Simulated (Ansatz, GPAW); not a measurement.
**MnS: programs and potentials compared**

```
Mn S
1.0
     0.00000    2.60450    2.60450
     2.60450    0.00000    2.60450
     2.60450    2.60450    0.00000
Mn S
1 1
Cartesian
  0.0000 0.0000 0.0000
  2.6045 2.6045 2.6045
```

Alike in all runs: task single point; functional PBE; k mesh 9 × 9 × 9; occupations gaussian, width 0.03 eV; collinear spin, ferromagnetic start; no spin-orbit coupling. The measured crystal is an antiferromagnetic insulator; the state found here is the runs' own. Pressure is positive in compression and, in plane waves, holds the error of the finite cutoff, which Ansatz's Pulay term estimates and takes out.

```csv
program and potentials,plane-wave cutoff (eV),notes,pressure (GPa),net moment per atom (μB)
"Ansatz, Ansatz PAW",420,-,?,?
"Ansatz, all-electron LAPW, scalar-relativistic",-,-,-2.83,2.36
"GPAW, GPAW PAW data sets (gpaw-data 1.2.1)",600,-,-2.90,2.35
```

Question: Estimate from the other rows what the run with Ansatz, Ansatz PAW gave.

Answer: Pressure -2.85 GPa; net moment per atom 2.36 μB. Its pressure holds a Pulay term of +0.04 GPa. The other rows, which needn't bracket it: pressure -2.90 to -2.83; net moment per atom 2.35 to 2.36.
